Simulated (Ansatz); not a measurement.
# Pb (Fm-3m) in Ansatz: a series of runs

One crystal, Pb, is run at these levels: HSE06, r2SCAN0; tasks: single point.

All numbers are computed with Ansatz 0.2.0; they aren't measurements. Logs are shortened: lines on timing, memory, paths and dates and some standing lists are left out, and cuts for length are marked.

## (1) The crystal as given

The structure is cubic, space group Fm-3m (No. 225). The conventional cell has a = 4.950 Å, b = 4.950 Å, c = 4.950 Å, α = 90.00°, β = 90.00°, γ = 90.00°. Pb (site symmetry m-3m) has 12 Pb at 3.50 Å as nearest neighbours.

## (2) Single point, HSE06, spin-orbit coupling, no magnetisation

File input.yaml:

```yaml
crystal:
  lattice:
    - [0.0, 2.47502, 2.47502]
    - [2.47502, 0.0, 2.47502]
    - [2.47502, 2.47502, 0.0]
  atoms:
    - { symbol: Pb, position: [0.0, 0.0, 0.0] }
hamiltonian:
  xc: hse06
  pseudopotentials: { kind: paw_fr }
magnetization:
  noncollinear: true
  spin_orbit: true
kpoints:
  mp_grid: { grid: [4, 4, 4] }
scf:
  occupations: { method: fermi_dirac, width: 0.05 }
output:
  forces: true
  stress: true
  eigenvalues: true
```

Potentials or basis: Ansatz PAW.

The run is started by

```console
$ ansatz run input.yaml --threads 2 --pin off --max-ram 5632MiB --backend cpu --events-out ev --progress --plain --runs-dir out
```

Log:

```text
Warning: output.stress: scf.convergence.dr2_threshold = 1e-7 eV (the SCF's general default) is looser than the 1e-10 eV advised for a printed stress (1e-10 eV for each atom of the cell: 1). What an SCF threshold leaves in a stress goes as its square root, and in the free energy as the threshold itself, and one threshold admits the most on a small cell: of the crystals measured, under no hybrid functional and no lock of the moments, on runs that ended without the residual-converged pass, on stresses that held no estimate of that error, the worst erred by over 100 MPa in a component at 1e-7 eV an atom and by under 5 at 1e-10. Set scf.convergence.dr2_threshold to 1e-10 eV or tighter. The threshold is an SCF's pass mark: one that does not reach it within its budget of iterations ends unconverged, or closes short of it on a stop that the run arms, and scf.convergence.dr2_threshold's page says what that costs each kind of run
Warning: output.stress: scf.exx.energy_threshold = 1e-6 eV is looser than the 1e-8 eV advised for a stress under a hybrid functional (1e-8 eV for each atom of the cell: 1). Every SCF of the exchange loop can meet its threshold on dr2 while the loop round them stops early: no threshold on dr2 bounds what that leaves in the stress. Set scf.exx.energy_threshold to 1e-8 eV or tighter. The threshold is the loop's pass mark: a loop that does not reach it within its budget of cycles ends unconverged, and scf.exx.energy_threshold's page has the law
Warning: RAYON_NUM_THREADS=2 ignored (pool sized by the plan → 2); use --threads N
Engine: ansatz 0.2.0, aarch64-unknown-linux-gnu
Pseudopotentials: kind: paw_fr
Pseudopotential: Pb, paw_fr, valence charge 14, recommended cutoff 420 eV (normal), Pb.paw.azcp#standard-fr
Functional definition: HSE06
  parameter a = 0.25
  parameter omega = 0.11/bohr
  exchange = pbe_x - a*pbe_x_sr(omega) + a*exact_x_sr(omega)
  correlation = pbe_c
non-collinear run that drives no moment, with spin-orbit: no starting moment large enough to seed its density (crystal.atoms[].spin), no starting occupations that ask for one, no magnetisation constraint and no magnetic field, so the semilocal B_xc is pinned to zero
Crystal: 1 atoms, lattice volume = 30.323 Å³
Basis set: ecut = 420 eV, 609 PW (Γ), exchange–correlation on 48×48×48 points (8 copies of the dense FFT grid, shifted against one another)
Bands: 22, of which v1, the nominal top of the filled ones, is band 14 counted from 1 (13 counted from 0)
Symmetry: 48 space group operations + 48 with time reversal
Magnetic group: BNS 225.117 (UNI 1619), of the structure as read, at distance tolerance 3.1e-5 Å
k-points: 8 of 64
Projection manifold: j_resolved (fully-relativistic pseudo-atomic orbitals)
Non-local potential: Pb, projectors of the file, l = 0: 2, l = 1: 4, l = 2: 4, l = 3: 4
PAW form: soft (Blöchl's): semilocal exchange-correlation on the pseudo side does not see the compensation charge
PAW frozen core: Pb, regenerated for the run's functional, and the local potential with it (the file was generated under x = pbe(κ = 0.804, μ = 0.2195149727645171), c = pbe(β = 0.06672455060314922))
PAW one-centre angular grid: Pb, 590 points (default); XC on 160 Gauss nodes
Initial density: superposition of atomic densities (chi_scale 0.1, normalization cell)
Initial wavefunctions: pseudopotential atomic-orbital guess
Functional: x = pbe(κ = 0.804, μ = 0.2195149727645171), c = pbe(β = 0.06672455060314922), warm-up for x = pbe(κ = 0.804, μ = 0.2195149727645171) + 0.25 (exact − pbe) at short range (hse, ω = 0.20786987370883472 Å⁻¹), c = pbe(β = 0.06672455060314922); HSE06 as pw.x's `hse` composes it (authors' and Libxc's form: `xc: wpbeh`)
iter 1 solved again at ethr=1.58e-4 eV; its pass at ethr=1.00e-1 eV (dr2=2.21e-2 eV) is discarded
SCF iter   1: F=—  HF=-11944.898775 eV  |F-HF|=—  |Δ(HF+E_count)|=         —  Δρ=6.80e-3  dr2=2.16e-2  dr2_m=0.00e0 (ungated)  ethr=1.58e-4  |M|=0.00e0 ∫|m|=0.00e0 μB  |m|>n=0.0e0 m-floor=0.0e0 τ_xc=0.0e0  β_m=0.30  ⟨swp⟩=6.0  Hψ=1246  notcnv=0
preconditioner: auto → none  [metal: Δε(μ)=0.085 eV  Ē_g=19.750 eV  σ=0.050 eV  W_gap=0.40  n_scr=8 (ndim 8)  ℏωp=25.2 eV  f_vac=0.000  D(μ)=2.95/eV (n_scr^D=26)  sad-step TF]
SCF iter   2: F=—  HF=-11944.894670 eV  |F-HF|=—  |Δ(HF+E_count)|=   4.11e-3  Δρ=5.27e-3  dr2=1.23e-2  dr2_m=0.00e0 (ungated)  ethr=1.54e-4  |M|=0.00e0 ∫|m|=0.00e0 μB  |m|>n=0.0e0 m-floor=0.0e0 τ_xc=0.0e0  β_m=0.65  ⟨swp⟩=2.0  Hψ=332  notcnv=0
iter 3 solved again at ethr=8.24e-7 eV; its pass at ethr=8.82e-5 eV (dr2=1.15e-4 eV) is discarded
SCF iter   3: F=—  HF=-11944.891394 eV  |F-HF|=—  |Δ(HF+E_count)|=   3.28e-3  Δρ=5.92e-4  dr2=6.82e-5  dr2_m=0.00e0 (ungated)  ethr=8.24e-7  |M|=0.00e0 ∫|m|=0.00e0 μB  |m|>n=0.0e0 m-floor=0.0e0 τ_xc=0.0e0  β_m=0.72  ⟨swp⟩=5.0  Hψ=884  notcnv=0
eigensolver tolerance schedule: the retry pair's looser diagonalisation over-reported the residual by 0.69 of it (diagonalisation noise at 0.70 of the residual, at the tolerance the schedule requests for it); recorded, not acted on — ethr = c·dr2/N_el stays at c = 1.0e-1
SCF iter   4: F=—  HF=-11944.891424 eV  |F-HF|=—  |Δ(HF+E_count)|=   2.95e-5  Δρ=1.31e-4  dr2=4.14e-6  dr2_m=0.00e0 (ungated)  ethr=4.87e-7  |M|=0.00e0 ∫|m|=0.00e0 μB  |m|>n=0.0e0 m-floor=0.0e0 τ_xc=0.0e0  β_m=0.79  ⟨swp⟩=2.8  Hψ=302  notcnv=0
SCF iter   5: F=—  HF=-11944.891427 eV  |F-HF|=—  |Δ(HF+E_count)|=   3.58e-6  Δρ=3.00e-5  dr2=1.39e-7  dr2_m=0.00e0 (ungated)  ethr=2.95e-8  |M|=0.00e0 ∫|m|=0.00e0 μB  |m|>n=0.0e0 m-floor=0.0e0 τ_xc=0.0e0  β_m=0.89  ⟨swp⟩=4.1  Hψ=430  notcnv=0
SCF iter   6: F=—  HF=-11944.891427 eV  |F-HF|=—  |Δ(HF+E_count)|=   2.66e-8  Δρ=2.03e-5  dr2=7.71e-8  dr2_m=0.00e0 (ungated)  ethr=9.95e-10  |M|=0.00e0 ∫|m|=0.00e0 μB  |m|>n=0.0e0 m-floor=0.0e0 τ_xc=0.0e0  β_m=0.70  ⟨swp⟩=3.8  Hψ=426  notcnv=0
SCF iter   7: F=—  HF=-11944.891427 eV  |F-HF|=—  |Δ(HF+E_count)|=   1.53e-8  Δρ=7.02e-6  dr2=9.44e-9  dr2_m=0.00e0 (ungated)  ethr=5.51e-10  |M|=0.00e0 ∫|m|=0.00e0 μB  |m|>n=0.0e0 m-floor=0.0e0 τ_xc=0.0e0  β_m=0.85  ⟨swp⟩=2.0  Hψ=292  notcnv=0
SCF iter   8: F=-11944.891427 eV  HF=-11944.891427 eV  |F-HF|=2.91e-11  |Δ(HF+E_count)|=   1.34e-9  Δρ=1.06e-6  dr2=1.86e-10  dr2_m=0.00e0 (ungated)  ethr=6.74e-11  |M|=0.00e0 ∫|m|=0.00e0 μB  |m|>n=0.0e0 m-floor=0.0e0 τ_xc=0.0e0  ⟨swp⟩=3.5  Hψ=404  notcnv=0
SCF 1 converged in 8 iterations: F = -11944.891427 eV  dr2 = 1.86e-10
[... 14 lines left out ...]
SCF 2 stopped early in 5 iterations: F = -11920.548581 eV  dr2 = 2.63e-6
hybrid outer 1: dexx = +3.161e-3 eV, tail = 1.23e-5 eV
Projection manifold: j_resolved (fully-relativistic pseudo-atomic orbitals)
Exchange kernel: α = 0.2500, screened, ω = 0.2079 Å⁻¹, Wigner–Seitz truncation, v(0) = 1000.6291 eV·Å³, q-mesh 4×4×4, nearest image of the exchange supercell L = 14.00 Å, pair-density grid 15×15×15, without the augmentation charges, whose exchange is taken in its separable form by FFT convolution over the k-point mesh (sized by the pseudopotential files, 20×20×20 at the most), smooth part of the exact exchange by density-matrix convolution
Frozen-core exchange: fock
SCF iter   1: F=—  HF=-11920.548552 eV  |F-HF|=—  |Δ(HF+E_count)|=         —  Δρ=2.79e-5  dr2=3.66e-7  dr2_m=0.00e0 (ungated)  ethr=4.38e-7  |M|=0.00e0 ∫|m|=0.00e0 μB  |m|>n=0.0e0 m-floor=0.0e0 τ_xc=0.0e0  β_m=0.30  ⟨swp⟩=5.2  Hψ=480  notcnv=0
preconditioner: auto → none  [insulator: Δε(μ)=0.164 eV  Ē_g=21.990 eV  σ=0.050 eV  W_gap=0.65  n_scr=8 (ndim 8)  ℏωp=25.2 eV  f_vac=0.000  D(μ)=2.10/eV (n_scr^D=14)]
SCF iter   2: F=—  HF=-11920.548552 eV  |F-HF|=—  |Δ(HF+E_count)|=   2.87e-7  Δρ=1.64e-5  dr2=1.12e-7  dr2_m=0.00e0 (ungated)  ethr=2.51e-9  |M|=0.00e0 ∫|m|=0.00e0 μB  |m|>n=0.0e0 m-floor=0.0e0 τ_xc=0.0e0  β_m=0.44  ⟨swp⟩=4.2  Hψ=432  notcnv=0
SCF iter   3: F=-11920.548552 eV  HF=-11920.548552 eV  |F-HF|=1.84e-9  |Δ(HF+E_count)|=   4.28e-8  Δρ=5.13e-6  dr2=3.39e-9  dr2_m=0.00e0 (ungated)  ethr=7.95e-10  |M|=0.00e0 ∫|m|=0.00e0 μB  |m|>n=0.0e0 m-floor=0.0e0 τ_xc=0.0e0  ⟨swp⟩=3.6  Hψ=414  notcnv=0
SCF 3 converged in 3 iterations: F = -11920.548552 eV  dr2 = 3.39e-9
  Residual-converged pass: ⟨swp⟩=3.6  Hψ=370  notcnv=0  max |occ|·‖R‖ = 1.9e-6 eV (tolerance 2.4e-6 eV)  dr2=3.21e-9  dr2_m=0.00e0 (ungated)  dr2_onsite=1.06e-9  max |Δocc| = 8.0e-10
hybrid outer 2: dexx = +1.527e-7 eV, tail = 1.13e-8 eV, Δε = 1.12e-3 eV (about 4.90e-5 eV left of the loop's levels)
hybrid SCF converged: 2 outer / 8 inner (+8 warm-up), last move |dexx| = 1.53e-7 eV, tail = 1.13e-8 eV
Magnetization: |M| = 0.0000 μB,  M = (+0.0000, +0.0000, +0.0000) μB
Absolute magnetization: 0.0000 μB (∫|m|)
  site 0: m = (+0.0000, +0.0000, +0.0000) μB, |m| = 0.0000 μB  (R = 1.44 Å)
Free energy (F): -11920.548552 eV
Frozen-core exchange: fock
Harris-Foulkes:  -11920.548552 eV  (|F-HF|=1.84e-9)
Internal energy: -11920.531568 eV  (E = F + TS)
E sigma→0 (E₀):  -11920.540060 eV
Entropy (-TS):   -0.016985 eV (-16.985 meV/atom)
Fermi energy:    11.345273 eV
--- Per-component energies (eV) ---
  E_band       = -58.923147
  E_kinetic    = 289.452379
  E_local      = -1015.846165  (includes V_loc(G=0)·N_el)
  E_nonlocal   = 350.302644
  E_hartree    = 405.698750
  E_xc         = -175.502233
  E_vxc        = -105.697804  (∫ρ·V_xc dr)
  E_exx        = -31.251950  (= α·E_x^exact, valence–valence)
  E_paw        = -10436.656326  (= ΣΔE_a)
  E_vpaw       = -326.027122  (= ΣTr[D̂ρ^β])
  E_aug_tail   = 0.000051  (compensation charges beyond the density's cutoff)
  E_ewald      = -1307.059754
  E_core_change = 0.331035  (= ΣΔE_core)
  E_smearing   = -0.016985  (= −TS)
  E_closure    = 0.000002  (closes the sum)
  Σ components = -11920.548552   (vs F -11920.548552, Δ=0.00e0)
--- Forces (eV/Å), atoms counted from 1 ---
  atom   1  Pb     0.00000000     0.00000000     0.00000000
  max |Σ_I F_I| component: 9.20e-30 eV/Å
--- Stress (GPa, compression-positive) ---
        0.387575       0.000000       0.000000
       -0.000000       0.387575       0.000000
       -0.000000       0.000000       0.387575
  P = ⅓ Tr σ = 0.3876 GPa (3.876 kbar)
--- Band table (eV; the first three rows and the last of 8) ---
  k-point 0: bands = ["-9.5843", "-9.5843", "-9.5843", "-9.5843", "-7.0266", "-7.0266", "-6.9228", "-6.9228", "-6.9228", "-6.9228", "-2.1760", "-2.1760", "16.5359", "16.5359", "19.9739", "19.9739", "19.9739", "19.9739", "21.3158", "21.3158", "23.0546", "23.0546"]
  k-point 1: bands = ["-9.5765", "-9.5765", "-9.5430", "-9.5430", "-6.9838", "-6.9838", "-6.9492", "-6.9492", "-6.8496", "-6.8496", "-0.8310", "-0.8310", "11.4704", "11.4704", "16.8260", "16.8260", "18.7404", "18.7404", "20.5129", "20.5129", "23.1167", "23.1167"]
  k-point 2: bands = ["-9.5717", "-9.5717", "-9.5077", "-9.5077", "-7.0186", "-7.0186", "-6.9027", "-6.9027", "-6.7699", "-6.7699", "2.0007", "2.0007", "5.9454", "5.9454", "15.9005", "15.9005", "17.9018", "17.9018", "20.7405", "20.7405", "21.0732", "21.0732"]
  k-point 7: bands = ["-9.5323", "-9.5323", "-9.5116", "-9.5116", "-6.9837", "-6.9837", "-6.8653", "-6.8653", "-6.7886", "-6.7886", "3.7611", "3.7611", "8.4199", "8.4199", "9.8322", "9.8322", "11.2362", "11.2362", "22.2964", "22.2964", "23.8207", "23.8207"]
```

Wall time 30 s (2 threads of Arm Neoverse V1, shared host); peak memory 0.6 GiB.

Results:

```yaml
Free_energy: -11920.5486 eV
Pressure: 0.4 GPa
Band_gap_on_the_k_mesh: none (metal or under the smearing width)
```

Caveat: the k mesh is coarse (spacing up to 0.55 Å⁻¹), so the values aren't converged, least of all with exact exchange; the PAW data sets come from PBE, with cores solved anew for the run's functional, which leaves a small shift of forces and pressure; the thresholds are loose for stress.

## (3) Single point, r2SCAN0, spin-orbit coupling, no magnetisation

input.yaml: that of step 2 with these lines changed.

```diff
@@ -8,3 +8,3 @@
 hamiltonian:
-  xc: hse06
+  xc: r2scan0
   pseudopotentials: { kind: paw_fr }
@@ -14,3 +14,3 @@
 kpoints:
-  mp_grid: { grid: [4, 4, 4] }
+  mp_grid: { grid: [5, 5, 5] }
 scf:
```

Potentials or basis: Ansatz PAW.

The run is started by

```console
$ ansatz run input.yaml --threads 2 --pin off --max-ram 5632MiB --backend cpu --events-out ev --progress --plain --runs-dir out
```

Run time: 47 s. Hardware: 2 threads of Intel Xeon Platinum 8375C at 2.90GHz (Ice Lake), shared host; peak memory 1 GiB.

Results (log left out):

```
Free energy            : -11875.0339 eV
Pressure               : -0.2 GPa
Band gap on the k mesh : none (metal or under the smearing width)
```

Levels at points of the mesh, in eV from the Fermi level:
```csv
k point,band 10,band 11,band 12,band 13,band 14,band 15,band 16,band 17,band 18,band 19
"(0.00, 0.00, 0.00)",-18.22,-13.45,-13.45,6.65,6.65,10.14,10.14,10.14,10.14,11.72
```

Caveat: the k mesh is coarse (spacing up to 0.44 Å⁻¹), so the values aren't converged, least of all with exact exchange; the PAW data sets come from PBE, with cores solved anew for the run's functional, which leaves a small shift of forces and pressure; the thresholds are loose for stress.
